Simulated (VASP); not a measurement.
# Te (P6_3/mmc) in VASP: notebook

The runs below take Te through single point, relaxation of cell and atoms, with r2SCAN.

All numbers are computed with VASP 6.6.1; they aren't measurements. Logs are shortened: lines on timing, memory, paths and dates and some standing lists are left out, and cuts for length are marked.

## Step 1: The structure

The structure is hexagonal, space group P6_3/mmc (No. 194). The conventional cell has a = 5.159 Å, b = 5.159 Å, c = 6.367 Å, α = 90.00°, β = 90.00°, γ = 120.00°. Around Te (site symmetry -6m2) lie 5 Te at 2.98 to 3.18 Å. Te (site symmetry -6m2) has 3 Te at 2.98 Å as nearest neighbours.

The cell was built by a generator and needn't be a form met in nature.

## Step 2: Single point, r2SCAN

The input, POSCAR:

```
Te
1.0
    5.1590314736      0.0000000000      0.0000000000
   -2.5795157369      4.4678523151      0.0000000000
    0.0000000000      0.0000000000      6.3670978394
Te
4
Direct
    0.0000000000      0.0000000000      0.2500000000
    0.0000000000      0.0000000000      0.7500000000
    0.3333333333      0.6666666667      0.7500000000
    0.6666666667      0.3333333333      0.2500000000
```

The input, INCAR.step1:

```
  PREC = Accurate
  ENCUT = 520
  ISMEAR = 0
  SIGMA = 0.1
  LREAL = F
  LASPH = T
  NELM = 80
  NBANDS = 20
  GGA = PE
  ALGO = Normal
  EDIFF = 1E-4
  LWAVE = T
  LCHARG = F
```

The input, INCAR.step2:

```
  PREC = Accurate
  ENCUT = 520
  EDIFF = 1E-6
  ISMEAR = 0
  SIGMA = 0.1
  LREAL = F
  LASPH = T
  NELM = 80
  ALGO = Normal
  ISIF = 2
  LWAVE = F
  LCHARG = T
  METAGGA = R2SCAN
  LMIXTAU = T
  LELF = T
  LVHAR = T
  NBANDS = 20
  ISTART = 1
```

The input, KPOINTS:

```
Automatic mesh
0
Gamma
  6 6 2
```

Potentials or basis: VASP PAW PBE potentials, release 64 (Te).

Started as:

```sh
cat potpaw_PBE.64/Te/POTCAR > POTCAR
cp INCAR.step1 INCAR
mpirun -np 1 vasp_std > vasp.out
cp INCAR.step2 INCAR
mpirun -np 1 vasp_std > vasp.out
```

OUTCAR:

```text
PREC = Accurate
   ENCUT = 520
   EDIFF = 1E-6
   ISMEAR = 0
   LREAL = F
   LASPH = T
   NELM = 80
   ISIF = 2
   METAGGA = R2SCAN
   ISTART = 1

 ion  position               nearest neighbor table
   1  0.000  0.000  0.250-   4 2.98   4 2.98   4 2.98   2 3.18   2 3.18
   2  0.000  0.000  0.750-   3 2.98   3 2.98   3 2.98   1 3.18   1 3.18
   3  0.333  0.667  0.750-   2 2.98   2 2.98   2 2.98
   4  0.667  0.333  0.250-   1 2.98   1 2.98   1 2.98

  LATTYP: Found a hexagonal cell.
 ALAT       =     5.1590314736
 C/A-ratio  =     1.2341653413

  Lattice vectors:

 A1 = (   5.1590314736,   0.0000000000,   0.0000000000)
 A2 = (  -2.5795157369,   4.4678523151,   0.0000000000)
 A3 = (   0.0000000000,   0.0000000000,   6.3670978394)

Analysis of symmetry for initial positions (statically):
=====================================================================
 Subroutine PRICEL returns:
 Original cell was already a primitive cell.

 Routine SETGRP: Setting up the symmetry group for a
 hexagonal supercell.

 Subroutine GETGRP returns: Found 24 space group operations
 (whereof 12 operations were pure point group operations)
 out of a pool of 24 trial point group operations.

The static configuration has the point symmetry D_3d.
 The point group associated with its full space group is D_6h.

Analysis of symmetry for dynamics (positions and initial velocities):
=====================================================================
 Subroutine PRICEL returns:
 Original cell was already a primitive cell.

 Routine SETGRP: Setting up the symmetry group for a
 hexagonal supercell.

 Subroutine GETGRP returns: Found 24 space group operations
 (whereof 12 operations were pure point group operations)
 out of a pool of 24 trial point group operations.

The dynamic configuration has the point symmetry D_3d.
 The point group associated with its full space group is D_6h.

 Subroutine INISYM returns: Found 24 space group operations
 (whereof 12 operations are pure point group operations),
 and found     1 'primitive' translations

----------------------------------------------------------------------------------------

                                     Primitive cell

  volume of cell :     146.7603

  direct lattice vectors                    reciprocal lattice vectors
     5.159031474  0.000000000  0.000000000     0.193834832  0.111910593  0.000000000
    -2.579515737  4.467852315  0.000000000     0.000000000  0.223821185  0.000000000
     0.000000000  0.000000000  6.367097839     0.000000000  0.000000000  0.157057426

  length of vectors
     5.159031474  5.159031474  6.367097839     0.223821185  0.223821185  0.157057426

  position of ions in fractional coordinates (direct lattice)
     0.000000000  0.000000000  0.250000000
     0.000000000  0.000000000  0.750000000
     0.333333333  0.666666667  0.750000000
     0.666666667  0.333333333  0.250000000

  ion indices of the primitive-cell ions
   primitive index   ion index
                 1           1
                 2           2
                 3           3
                 4           4

----------------------------------------------------------------------------------------

 KPOINTS: Automatic mesh

Automatic generation of k-mesh.
 Grid dimensions read from file:
 generate k-points for:    6    6    2

 Generating k-lattice:

  Cartesian coordinates                     Fractional coordinates (reciprocal lattice)
     0.032305805  0.018651765  0.000000000     0.166666667  0.000000000  0.000000000
     0.000000000  0.037303531  0.000000000     0.000000000  0.166666667  0.000000000
     0.000000000  0.000000000  0.078528713     0.000000000  0.000000000  0.500000000

  Length of vectors
     0.037303531  0.037303531  0.078528713

  Shift w.r.t. Gamma in fractional coordinates (k-lattice)
     0.000000000  0.000000000  0.000000000

 Subroutine IBZKPT returns following result:
 ===========================================

 Found     14 irreducible k-points:

 Following reciprocal coordinates:
            Coordinates               Weight
  0.000000  0.000000  0.000000      1.000000
  0.166667  0.000000  0.000000      6.000000
  0.333333  0.000000  0.000000      6.000000
  0.500000 -0.000000  0.000000      3.000000
  0.166667  0.166667  0.000000      6.000000
  0.333333  0.166667  0.000000     12.000000
  0.333333  0.333333  0.000000      2.000000
  0.000000  0.000000  0.500000      1.000000
  0.166667  0.000000  0.500000      6.000000
  0.333333  0.000000  0.500000      6.000000
  0.500000 -0.000000  0.500000      3.000000
  0.166667  0.166667  0.500000      6.000000
  0.333333  0.166667  0.500000     12.000000
  0.333333  0.333333  0.500000      2.000000
   k-points           NKPTS =     14   k-points in BZ     NKDIM =     14   number of bands    NBANDS=     20
   number of dos      NEDOS =    301   number of ions     NIONS =      4
   total plane-waves  NPLWV =  76800
   dimension x,y,z NGX =    40 NGY =   40 NGZ =   48
   dimension x,y,z NGXF=    80 NGYF=   80 NGZF=   96
   ions per type =               4
   NGX,Y,Z   is equivalent  to a cutoff of  12.89, 12.89, 12.53 a.u.
   NGXF,Y,Z  is equivalent  to a cutoff of  25.78, 25.78, 25.07 a.u.
 SYSTEM =  unknown system
   PREC   = accura    normal or accurate (medium, high low for compatibility)
   ISTART =      1    job   : 0-new  1-cont  2-samecut
   ICHARG =      0    charge: 1-file 2-atom 10-const
   ISPIN  =      1    spin polarized calculation?
   LNONCOLLINEAR =      F non collinear calculations
   LSORBIT =      F    spin-orbit coupling
   LASPH  =      T    aspherical Exc in radial PAW
   ENCUT  =  520.0 eV  38.22 Ry    6.18 a.u.   9.59  9.59 11.84*2*pi/ulx,y,z
   NELM   =     80;   NELMIN=  2; NELMDL=  0     # of ELM steps
   EDIFF  = 0.1E-05   stopping-criterion for ELM
   LREAL  =      F    real-space projection
   EDIFFG = 0.1E-04   stopping-criterion for IOM
   NSW    =      0    number of steps for IOM
   IBRION =     -1    ionic relax: 0-MD 1-quasi-New 2-CG
   NFREE  =      0    steps in history (QN), initial steepest desc. (CG)
   ISIF   =      2    stress and relaxation
   ISYM   =      2    0-nonsym 1-usesym 2-fastsym
   POTIM  = 0.5000    time-step for ionic-motion
   TEBEG  =    0.0;   TEEND  =   0.0 temperature during run
   PSTRESS=    0.0 pullay stress
   NELECT =      24.0000    total number of electrons
   NUPDOWN=      -1.0000    fix difference up-down
   EMIN   =  10.00;   EMAX   =-10.00  energy-range for DOS
   EFERMI =   0.00;   METHOD = LEGACY
   ISMEAR =     0;   SIGMA  =   0.10  broadening in eV -4-tet -1-fermi 0-gaus
   EFERMI_NEDOS =   21; number of points for ismear=-14 and -15
   IALGO  =     38    algorithm
   IMIX   =      4    mixing-type and parameters
     AMIX     =   0.40;   BMIX     =  1.00
     AMIX_MAG =   1.60;   BMIX_MAG =  1.00
  volume/ion in A,a.u.               =      36.69       247.60
  Fermi-wavevector in a.u.,A,eV,Ry     =   0.895246  1.691770 10.904600  0.801465
  Thomas-Fermi vector in A             =   2.017554
   LORBIT       =      0    0 simple, 1 ext, 2 COOP (PROOUT), +10 PAW based schemes
   METAGGA = R2SCAN    functional components
   LHFCALC =     F    Hartree Fock is set to
   AEXX    =    0.0000 exact exchange contribution
   IVDW    =     0    specifies the selected vdW correction
   LEPSILON=     F    determine dielectric tensor
   LRPA    =     F    only Hartree local field effects (RPA)
 non-spin polarized calculation
 Gauss-broadening in eV      SIGMA  =   0.10
  energy-cutoff  :      520.00
  volume of cell :      146.76
 maximum number of plane-waves:      4007
 NGX is ok and might be reduce to    40
   NGX = 19   NGY = 19   NGZ = 23

 number of electron      24.0000000 magnetization

 Free energy of the ion-electron system (eV)
  ---------------------------------------------------
  ext. energy  EPLUGINS =         0.00000000
  ---------------------------------------------------
  free energy    TOTEN  =      -100.46035838 eV

  energy without entropy =     -100.44643087  energy(sigma->0) =     -100.45339462

 E-fermi :   5.0881     XC(G=0):  -9.0973

 val. band max:        5.0015162434   @ k =   0.1667   0.1667   0.0000
 cond. band min:       5.1177208633   @ k =   0.3333   0.1667   0.0000
 fundamental gap:      0.1162046198
 Fermi energy:         5.0880897707

 k-point     1 :       0.0000    0.0000    0.0000
  band No.  band energies     occupation
      1      -9.0968      2.00000
      2      -7.7437      2.00000
      3      -4.5033      2.00000
      4      -3.5114      2.00000
      5      -0.6450      2.00000
      6       0.3737      2.00000
[... 12 lines left out ...]
     19      10.3785      0.00000
     20      10.3785      0.00000

 k-point     2 :       0.1667    0.0000    0.0000
  band No.  band energies     occupation
      1      -8.9365      2.00000
      2      -7.5981      2.00000
      3      -4.9972      2.00000
      4      -4.0496      2.00000
      5      -0.5104      2.00000
      6       0.0951      2.00000
[... 12 lines left out ...]
     19      10.5767      0.00000
     20      10.6314      0.00000

 k-point     3 :       0.3333    0.0000    0.0000
  band No.  band energies     occupation
      1      -8.5014      2.00000
      2      -7.2262      2.00000
      3      -5.9015      2.00000
      4      -5.0664      2.00000
      5      -0.2910      2.00000
      6      -0.1818      2.00000
[... 12 lines left out ...]
     19      11.3387      0.00000
     20      11.4774      0.00000

 k-point     4 :       0.5000   -0.0000    0.0000
  band No.  band energies     occupation
      1      -8.1344      2.00000
      2      -7.0754      2.00000
      3      -6.1658      2.00000
      4      -5.7757      2.00000
      5      -0.4435      2.00000
      6       0.0329      2.00000
[... 199 lines left out ...]
 k-point    13 :       0.3333    0.1667    0.5000
  band No.  band energies     occupation
      1      -7.5465      2.00000
      2      -7.5465      2.00000
      3      -6.1997      2.00000
      4      -6.1997      2.00000
      5      -0.2310      2.00000
      6      -0.2310      2.00000
[... 12 lines left out ...]
     19      10.9498      0.00000
     20      10.9498      0.00000

 k-point    14 :       0.3333    0.3333    0.5000
  band No.  band energies     occupation
      1      -7.1637      2.00000
      2      -7.1637      2.00000
      3      -6.6730      2.00000
      4      -6.6730      2.00000
      5      -0.5115      2.00000
      6      -0.5115      2.00000
[... 12 lines left out ...]
     19      10.1224      0.00000
     20      10.1224      0.00000

------------------------ aborting loop because EDIFF is reached ----------------------------------------

  FORCE on cell =-STRESS in cart. coord.  units (eV):
  Direction    XX          YY          ZZ          XY          YZ          ZX
  --------------------------------------------------------------------------------------
  -------------------------------------------------------------------------------------
  Total        0.3173104      0.3173104      0.0175917     -0.0000000      0.0000000     -0.0000000
  in kB        3.4640676      3.4640676      0.1920476     -0.0000000      0.0000000     -0.0000000
  external PRESSURE =       2.3733943 kB  Pullay stress =       0.0000000 kB

 VOLUME and BASIS-vectors are now :
 -----------------------------------------------------------------------------
  energy-cutoff  :      520.00
  volume of cell :      146.76
      direct lattice vectors                 reciprocal lattice vectors
     5.159031474  0.000000000  0.000000000     0.193834832  0.111910593  0.000000000
    -2.579515737  4.467852315  0.000000000     0.000000000  0.223821185  0.000000000
     0.000000000  0.000000000  6.367097839     0.000000000  0.000000000  0.157057426

 POSITION                                       TOTAL-FORCE (eV/Angst)
 -----------------------------------------------------------------------------------
      0.00000      0.00000      1.59177        -0.000000     -0.000000     -0.000000
      0.00000      0.00000      4.77532         0.000000      0.000000     -0.000000
     -0.00000      2.97857      4.77532         0.000000     -0.000000      0.000000
      2.57952      1.48928      1.59177        -0.000000      0.000000     -0.000000
 -----------------------------------------------------------------------------------
    total drift:                                0.000000     -0.000000      0.000000

  FREE ENERGIE OF THE ION-ELECTRON SYSTEM (eV)
  ---------------------------------------------------
  free  energy   TOTEN  =      -100.4603583787 eV

  energy  without entropy=     -100.4464308658  energy(sigma->0) =     -100.45339462
```

It took 1.9 min on 1 thread of Intel Xeon Platinum 8488C (Sapphire Rapids), shared host; peak memory 0.29 GiB.

Results:

```yaml
Free_energy: -100.4604 eV
Pressure: 0.2 GPa
Band_gap_on_the_k_mesh: none (metal or under the smearing width)
```

Levels at points of the mesh, in eV from the Fermi level:
```tsv
k point	band 8	band 9	band 10	band 11	band 12	band 13	band 14	band 15	band 16	band 17
(0.00, 0.00, 0.00)	-3.99	-3.99	-1.21	-0.72	-0.26	-0.26	0.29	0.29	2.88	4.86
(0.50, 0.00, 0.00)	-3.03	-2.99	-2.45	-1.18	1.09	1.15	1.92	2.43	2.64	4.14
(0.00, 0.00, 0.50)	-4.34	-3.14	-3.14	-0.21	-0.21	-0.21	-0.21	-0.10	-0.10	6.40
(0.50, 0.00, 0.50)	-3.50	-2.22	-2.22	-0.82	-0.82	1.09	1.09	2.25	2.25	5.78
```

Caveat: the k mesh is coarse (spacing up to 0.49 Å⁻¹), so the values aren't converged; the PAW data sets were made with another functional, which shifts forces and pressure a little. The run has no spin-orbit coupling, so splittings on Te are missing.

## Step 3: Relaxation of cell and atoms, r2SCAN

This run uses another cell than the first one, of 35.96 Å³/atom, 0.980 times its volume.

The input, POSCAR:

```
Te
1.0
    3.9360508035      0.0000000000      0.0000000000
   -1.9680254018      3.4087199864      0.0000000000
    0.0000000000      0.0000000000     10.7201383673
Te
4
Direct
    0.0000000000      0.0000000000      0.2500000000
    0.0000000000      0.0000000000      0.7500000000
    0.3333333333      0.6666666667      0.7500000000
    0.6666666667      0.3333333333      0.2500000000
```

The input, INCAR.step1:

```
  PREC = Accurate
  ENCUT = 600
  ISMEAR = 0
  SIGMA = 0.1
  LREAL = False
  LASPH = True
  NELM = 100
  GGA = PE
  ALGO = Normal
  EDIFF = 1E-4
  LWAVE = True
  LCHARG = False
```

The input, INCAR.step2:

```
  PREC = Accurate
  ENCUT = 600
  EDIFF = 1E-6
  ISMEAR = 0
  SIGMA = 0.1
  LREAL = False
  LASPH = True
  NELM = 100
  ALGO = Normal
  ISIF = 3
  LWAVE = False
  LCHARG = False
  METAGGA = R2SCAN
  LMIXTAU = True
  IBRION = 2
  NSW = 90
  EDIFFG = -0.04
  ISTART = 1
```

KPOINTS is that of step 2.

Potentials or basis: VASP PAW PBE potentials, release 64 (Te).

Started as:

```sh
cat potpaw_PBE.64/Te/POTCAR > POTCAR
cp INCAR.step1 INCAR
mpirun -np 1 vasp_std > vasp.out
cp INCAR.step2 INCAR
mpirun -np 1 vasp_std > vasp.out
```

Wall time 36 min (1 thread of Intel Xeon Platinum 8488C (Sapphire Rapids), shared host); peak memory 0.34 GiB.

The run converged. Its results:

| Item | Value |
| --- | --- |
| Free energy | -100.4572 eV |
| Relaxed volume | 36.85 Å³/atom |
| Relaxed cell | a = 5.171 Å, b = 5.171 Å, c = 6.366 Å, α = 90.00°, β = 90.00°, γ = 120.00° |
| Space group after relaxing (to 0.05 Å) | P6_3/mmc (No. 194) |
| Energy gained by relaxing | 4617.0 meV/atom |
| Ionic steps | 29 |
| Pressure after relaxing | 0.0 GPa |

The path:
```tsv
step	energy change (eV)	largest force (eV/Å)	pressure (GPa)	volume (Å³)
1	0.0000	0.0000	67.44	143.83
2	-8.3466	0.0000	-1.20	629.22
3	-8.8049	0.0000	-1.46	587.97
4	-9.3971	0.0000	-1.78	545.24
5	-15.7270	0.0000	-3.87	312.58
6	-17.2648	0.0000	3.35	220.18
7	-17.4011	0.0000	-1.85	254.48
8	-17.5351	0.0000	-0.49	241.60
9	-17.5402	0.0000	-0.10	238.67
10	-17.5429	0.0000	-0.10	237.45
11	-17.5512	0.0000	-0.11	233.76
12	-17.5703	0.0000	-0.13	226.39
13	-17.6178	0.0000	-0.16	211.65
14	-17.7601	0.0000	-0.21	182.17
15	-17.3141	0.0000	10.24	123.21
16	-17.7612	0.0000	-0.21	178.51
17	-18.3090	0.0000	0.58	150.86
18	-18.3665	0.0000	3.27	137.04
19	-18.4147	0.0000	1.62	143.79
20	-18.4203	0.0000	1.99	141.90
21	-18.4208	0.0000	2.01	141.71
22	-18.4214	0.0000	2.11	141.21
23	-18.4226	0.0000	2.08	141.28
24	-18.4261	0.0000	1.99	141.52
25	-18.4327	0.0000	1.82	141.98
26	-18.4441	0.0000	1.48	142.91
27	-18.4601	0.0000	0.83	144.79
28	-18.4662	0.0000	-0.36	148.60
29	-18.4679	0.0000	0.00	147.41
```

Final structure:
```cif
data_structure
_symmetry_space_group_name_H-M 'P 1'
_symmetry_Int_Tables_number 1
_cell_length_a 5.1710
_cell_length_b 5.1710
_cell_length_c 6.3657
_cell_angle_alpha 90.000
_cell_angle_beta 90.000
_cell_angle_gamma 120.000
_cell_volume 147.41
loop_
_atom_site_label
_atom_site_type_symbol
_atom_site_fract_x
_atom_site_fract_y
_atom_site_fract_z
_atom_site_occupancy
Te1 Te 0.00000 0.00000 0.25000 1
Te2 Te 0.00000 0.00000 0.75000 1
Te3 Te 0.33333 0.66667 0.75000 1
Te4 Te 0.66667 0.33333 0.25000 1
```

Levels at points of the mesh, in eV from the Fermi level:
```tsv
k point	band 9	band 10	band 11	band 12	band 13	band 14	band 15	band 16
(0.00, 0.00, 0.00)	-3.96	-1.21	-0.69	-0.24	-0.24	0.30	0.30	2.90
(0.50, 0.00, 0.00)	-2.96	-2.42	-1.16	1.07	1.14	1.90	2.46	2.62
(0.00, 0.00, 0.50)	-3.10	-3.10	-0.20	-0.20	-0.20	-0.20	-0.10	-0.10
(0.50, 0.00, 0.50)	-2.19	-2.19	-0.80	-0.80	1.07	1.07	2.24	2.24
```

Caveat: the bands computed are all filled at some k points, so no gap is given; the PAW data sets were made with another functional, which shifts forces and pressure a little.

## Step 4: Single point, r2SCAN

This run uses another cell than the first one, of 35.96 Å³/atom, 0.980 times its volume.

POSCAR is that of step 3.

The input, INCAR.step1:

```
SYSTEM = Te
PREC = Accurate
ENCUT = 520
ISMEAR = 0
SIGMA = 0.1
LREAL = .FALSE.
LASPH = .TRUE.
NELM = 100
NBANDS = 20
GGA = PE
ALGO = Normal
EDIFF = 1E-4
LWAVE = .TRUE.
LCHARG = .FALSE.
```

The input, INCAR.step2:

```
SYSTEM = Te
PREC = Accurate
ENCUT = 520
EDIFF = 1E-7
ISMEAR = 0
SIGMA = 0.1
LREAL = .FALSE.
LASPH = .TRUE.
NELM = 100
ALGO = Normal
ISIF = 2
LWAVE = .FALSE.
LCHARG = .FALSE.
METAGGA = R2SCAN
LMIXTAU = .TRUE.
NBANDS = 20
ISTART = 1
```

The input, KPOINTS:

```
Automatic mesh
0
G
  6 6 2
  0 0 0
```

Started as:

```sh
cat potpaw_PBE.64/Te/POTCAR > POTCAR
cp INCAR.step1 INCAR
mpirun -np 1 vasp_std > vasp.out
cp INCAR.step2 INCAR
mpirun -np 1 vasp_std > vasp.out
```

Run time: 1.7 min. Hardware: 1 thread of Intel Xeon Platinum 8488C (Sapphire Rapids), shared host; peak memory 0.28 GiB.

Results (log left out):

- Free energy: -81.9867 eV
- Pressure: 67.4 GPa
- Band gap on the k mesh: none (metal or under the smearing width)

Stress tensor (GPa, compression positive):
```
101.46   0.00   0.00
  0.00 101.46   0.00
  0.00   0.00  -0.61
```

Levels at points of the mesh, in eV from the Fermi level:
| k point | band 9 | band 10 | band 11 | band 12 | band 13 | band 14 | band 15 | band 16 |
| --- | --- | --- | --- | --- | --- | --- | --- | --- |
| (0.00, 0.00, 0.00) | -4.66 | -4.65 | -0.62 | -0.62 | -0.61 | -0.61 | 0.61 | 2.64 |
| (0.50, 0.00, 0.00) | -3.35 | -3.32 | -2.93 | -2.82 | 3.48 | 3.72 | 4.73 | 4.89 |
| (0.00, 0.00, 0.50) | -4.65 | -4.65 | -0.62 | -0.62 | -0.62 | -0.62 | 1.61 | 1.61 |
| (0.50, 0.00, 0.50) | -3.33 | -3.33 | -2.89 | -2.89 | 3.97 | 3.97 | 4.65 | 4.65 |

Caveat: a pressure of tens of GPa on the cell as given is suspect, and the run, the potentials or the cell itself is likely at fault; the PAW data sets were made with another functional, which shifts forces and pressure a little. The run has no spin-orbit coupling, so splittings on Te are missing.

(Part 1 of 2 ends here.)
